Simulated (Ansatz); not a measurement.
**Sn: convergence and cost**

One table from this session's results is given with a row withheld; the runs are named, their logs left out.

Program: Ansatz 0.2.0. Level of theory: DFT r2SCAN, scalar-relativistic, plane waves, PAW. These are calculated values, not measurements.

## Starting point

Symmetry: I4/mmm, No. 139, tetragonal system. The conventional cell has a = 3.182 Å, b = 3.182 Å, c = 5.831 Å, α = 90.00°, β = 90.00°, γ = 90.00°. Around Sn (site symmetry 4/mmm) lie 4 Sn at 3.18 Å.

As a file:

```cif
data_structure
_symmetry_space_group_name_H-M 'I4/mmm'
_symmetry_Int_Tables_number 139
_cell_length_a 3.1815
_cell_length_b 3.1815
_cell_length_c 5.8313
_cell_angle_alpha 90.000
_cell_angle_beta 90.000
_cell_angle_gamma 90.000
_cell_volume 59.02
loop_
_atom_site_label
_atom_site_type_symbol
_atom_site_symmetry_multiplicity
_atom_site_Wyckoff_symbol
_atom_site_fract_x
_atom_site_fract_y
_atom_site_fract_z
_atom_site_occupancy
Sn1 Sn 2 a 0.00000 0.00000 0.00000 1
```

Source of the structure: the Crystallography Open Database. It is taken as it stands there.

## The base run, which the others are set against

input.yaml reads:

```yaml
crystal:
  lattice:
    - [-1.59075, 1.59075, 2.91565]
    - [1.59075, -1.59075, 2.91565]
    - [1.59075, 1.59075, -2.91565]
  atoms:
    - { symbol: Sn, position: [0.0, 0.0, 0.0] }
basis:
  ecutwfc: 500
kpoints:
  mp_grid: { grid: [18, 18, 18] }
hamiltonian:
  xc: r2scan
scf:
  occupations: { method: gaussian, width: 0.1 }
output:
  forces: true
  stress: true
  eigenvalues: true
  populations: true
```

It was run beforehand and gave: -6038.3615 eV/atom at zero smearing, pressure -2.79 GPa, largest force 0.000 eV/Å, no gap on the mesh, in 6 SCF cycles and 36 s.

The first run:

input.yaml reads:

```yaml
crystal:
  lattice:
    - [-1.59075, 1.59075, 2.91565]
    - [1.59075, -1.59075, 2.91565]
    - [1.59075, 1.59075, -2.91565]
  atoms:
    - { symbol: Sn, position: [0.0, 0.0, 0.0] }
basis:
  ecutwfc: 500
kpoints:
  mp_grid: { grid: [1, 1, 1] }
hamiltonian:
  xc: r2scan
scf:
  occupations: { method: gaussian, width: 0.1 }
output:
  forces: true
  stress: true
  eigenvalues: true
```

The run is started by

```bash
ansatz run input.yaml --threads 1 --pin off --max-ram 2560MiB --backend cpu --events-out ev --progress --plain --runs-dir out
```

Among the steps run: K-point mesh: 1×1×1; K-point mesh: 4×4×4; K-point mesh set to 6×6×6; K-point mesh set to 8×8×8; K-point mesh: 10×10×10; K-point mesh: 12×12×12; K-point mesh: 14×14×14; K-point mesh set to 20×20×20; K-point mesh set to 24×24×24; K-point mesh: 26×26×26.

One of the session's tables, all rows but one given; the rest of the session is left out.

It belongs to the step «The sweep of the k-point mesh side by side». 

| mesh | ΔE (meV/atom) | pressure (GPa) |
| --- | --- | --- |
| 1×1×1 | 7591 | 35.82 |
| 4×4×4 | 89.6 | -4.36 |
| 6×6×6 | 23.3 | -3.47 |
| 8×8×8 | ? | ? |
| 10×10×10 | -2.10 | -2.60 |
| 12×12×12 | -4.16 | -2.88 |
| 14×14×14 | 1.06 | -2.81 |
| 18×18×18 | 0.94 | -2.79 |
| 20×20×20 | -0.78 | -2.80 |
| 24×24×24 | -0.09 | -2.79 |
| 26×26×26 | 0.00 | -2.82 |

Estimate the missing values for 8×8×8.

The run gave: ΔE (meV/atom): 26.2; pressure (GPa): -2.93. In the column «ΔE (meV/atom)» it lies between 6×6×6 (23.3) and 4×4×4 (89.6).

To keep in mind: The error changes sign along the series, since a k mesh isn't variational, and a metal needs dense meshes to resolve its Fermi surface.
